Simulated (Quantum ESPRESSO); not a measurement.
Here is a Quantum ESPRESSO 7.5 calculation.

scf.in

```
&CONTROL
  calculation = 'scf'
  prefix = 'pwscf'
  outdir = './tmp'
  pseudo_dir = './pseudo'
/
&SYSTEM
  ibrav = 0
  nat = 2
  ntyp = 2
  ecutwfc = 82
  nbnd = 15
  occupations = 'smearing'
  smearing = 'fd'
  degauss = 0.00367493
  force_symmorphic = .true.
/
&ELECTRONS
  conv_thr = 4d-10
  electron_maxstep = 120
  mixing_beta = 0.5
/
ATOMIC_SPECIES
W    183.8400 W.upf
C     12.0110 C.upf
CELL_PARAMETERS angstrom
   0.0000000000    2.1926840000    2.1926840000
   2.1926840000    0.0000000000    2.1926840000
   2.1926840000    2.1926840000    0.0000000000
ATOMIC_POSITIONS crystal
W      0.0000000000    0.0000000000    0.0000000000
C      0.5000000000    0.5000000000    0.5000000000
K_POINTS automatic
12 12 12 0 0 0
```

File nscf.in:

```
&CONTROL
  calculation = 'nscf'
  prefix = 'pwscf'
  outdir = './tmp'
  pseudo_dir = './pseudo'
/
&SYSTEM
  ibrav = 0
  nat = 2
  ntyp = 2
  ecutwfc = 82
  nbnd = 39
  occupations = 'smearing'
  smearing = 'fd'
  degauss = 0.00367493
  force_symmorphic = .true.
/
&ELECTRONS
  conv_thr = 1d-08
  diago_full_acc = .true.
  diago_thr_init = 1d-06
/
ATOMIC_SPECIES
W    183.8400 W.upf
C     12.0110 C.upf
CELL_PARAMETERS angstrom
   0.0000000000    2.1926840000    2.1926840000
   2.1926840000    0.0000000000    2.1926840000
   2.1926840000    2.1926840000    0.0000000000
ATOMIC_POSITIONS crystal
W      0.0000000000    0.0000000000    0.0000000000
C      0.5000000000    0.5000000000    0.5000000000
K_POINTS automatic
12 12 12 0 0 0
```

Potentials or basis: PseudoDojo 0.4.1 SR PBEsol standard.

Launch:

```bash
$ OMP_NUM_THREADS=1 pw.x -in scf.in > scf.out
$ OMP_NUM_THREADS=1 pw.x -in nscf.in > nscf.out
```

(1) Predict the band gap on the k mesh, mean-field level.

Answers

(1) none (metal or under the smearing width).
